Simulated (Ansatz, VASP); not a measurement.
One calculation of LiF, two programs

The input INCAR:

```
SYSTEM = LiF
ALGO = Normal ; EDIFF = 1E-7
ENCUT = 520 ; GGA = PS
ISIF = 2 ; ISMEAR = 0
LASPH = .True. ; LCHARG = .False.
LREAL = .False. ; LWAVE = .False.
NBANDS = 12 ; NELM = 80
PREC = Accurate ; SIGMA = 0.05
```

Contents of KPOINTS:

```
k-points
0
Gamma
  10 10 10
  0 0 0
```

The input POSCAR:

```
LiF
1.0
    0.0000000000      2.0140000000      2.0140000000
    2.0140000000      0.0000000000      2.0140000000
    2.0140000000      2.0140000000      0.0000000000
Li F
1 1
Direct
    0.0175547860      0.0000000000      0.0000000000
    0.5000000000      0.5000000000      0.5000000000
```

Input for Ansatz:

```yaml
crystal:
  lattice:
    - [0.0, 2.014, 2.014]
    - [2.014, 0.0, 2.014]
    - [2.014, 2.014, 0.0]
  atoms:
    - { symbol: Li, position: [0.017554786, 0.0, 0.0] }
    - { symbol: F, position: [0.5, 0.5, 0.5] }
basis:
  ecutwfc: 420
kpoints:
  mp_grid: { grid: [10, 10, 10] }
hamiltonian:
  xc: pbesol
scf:
  occupations: { method: gaussian, width: 0.05 }
output:
  forces: true
  stress: true
  eigenvalues: true
```

Change from the starting cell: all Li atoms moved -0.050 Å, as atom 1 towards its neighbour atom 1 (Li) at 2.848 Å.

Alike in both runs: task single point; functional PBEsol; k mesh 10 × 10 × 10; occupations gaussian, width 0.05 eV; no spin polarisation.

```csv
,VASP,Ansatz
version,VASP 6.6.1,Ansatz 0.2.0
potentials or method,"VASP PAW PBE potentials, release 64 (Li_sv, F)","scalar-relativistic, plane waves, PAW"
plane-wave cutoff (eV),520,420
valence electrons in the cell,10,10
```

Ansatz gave:

| Item | Value |
| --- | --- |
| gap on the k mesh at the Fermi level (eV) | 8.91 |
| least direct gap on the mesh (eV) | 8.91 |
| rms of the force components (eV/Å) | 0.045 |

Q: Estimate VASP's values.

A: gap on the k mesh at the Fermi level (eV): 8.91; least direct gap on the mesh (eV): 8.91; rms of the force components (eV/Å): 0.049.

Atom by atom the forces differ by 0.004 eV/Å (rms over components).

Caveats: the PAW data sets were made with another functional, which shifts forces and pressure a little (VASP). A k mesh can miss the band edges.
